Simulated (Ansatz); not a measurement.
ZnO: Mg on a Zn site

Level of theory: PBEsol, no spin polarisation, scalar-relativistic; Ansatz, plane waves to 420 eV (PAW set soft_2), k-mesh 2×2×2 shifted by half a step.

The relaxed host crystal (Kohn–Sham gap 0.70 eV):

```cif
data_structure
_symmetry_space_group_name_H-M 'P 1'
_symmetry_Int_Tables_number 1
_cell_length_a 3.2305
_cell_length_b 3.2305
_cell_length_c 5.2139
_cell_angle_alpha 90.000
_cell_angle_beta 90.000
_cell_angle_gamma 120.000
_cell_volume 47.12
loop_
_atom_site_label
_atom_site_type_symbol
_atom_site_fract_x
_atom_site_fract_y
_atom_site_fract_z
_atom_site_occupancy
Zn1 Zn 0.66667 0.33333 0.50064 1
Zn2 Zn 0.33333 0.66667 0.00064 1
O1 O 0.66667 0.33333 0.87967 1
O2 O 0.33333 0.66667 0.37967 1
```

Supercell of 36 atoms, rows of the matrix [[1,2,1],[-2,-1,1],[1,-1,1]] times the cell vectors; Mg on a Zn site at (0.667, 0.333, 0.501) in fractions of the cell above. Atoms are relaxed at the host's cell.

Distances from the Mg atom (Å), by shell of the perfect crystal:

```csv
shell,perfect crystal,"relaxed, charge 0"
4 O,1.97,1.97
12 Zn,3.22 (3.21 to 3.23),3.22 (3.20 to 3.23)
1 O,3.24,3.21
```

| charge | gap of the cell on the mesh (eV) | carriers |
| --- | --- | --- |
| 0 | 2.07 | none in the bands |

On this mesh the host's own supercell has a gap of 1.98 eV.

Formation energy of the neutral defect: -2.41 eV, taking atoms from and to the elements' standard states (no corrections for gases), so it belongs to those chemical potentials alone.

A negative value doesn't mean that the atoms enter by themselves: with the elements as reservoirs, compounds of them would form first.

Caveats: semilocal functionals make gaps too small, which shifts levels too; small supercell, so energies and levels can be off by tenths of an eV; the atoms kept the symmetry of the start, so a distorted state could lie lower.

Magnesium replaces zinc almost without strain: the four nearest oxygens stay at 1.97 Å, as expected for two divalent cations of nearly equal size in tetrahedral surroundings. Being isovalent, the substitution leaves no carriers in the bands in the neutral state.

The negative formation energy of -2.41 eV mainly reflects the greater affinity of magnesium for oxygen. Mg is more electropositive than Zn, and its oxide is bound more strongly relative to the elements.

The gap on the common mesh rises from 1.98 to 2.07 eV, in line with the known widening in (Mg,Zn)O alloys. The likely cause is that the empty Mg 3s states lie above the Zn 4s states that form the conduction-band minimum; weaker p–d repulsion at the valence-band edge may also contribute. Both values lie far above the host's 0.70 eV, probably because the shifted mesh misses the zone centre, where the s-like conduction band dips steeply. The comparison therefore supports the direction of the change, but not the size of the shift in the fundamental gap.
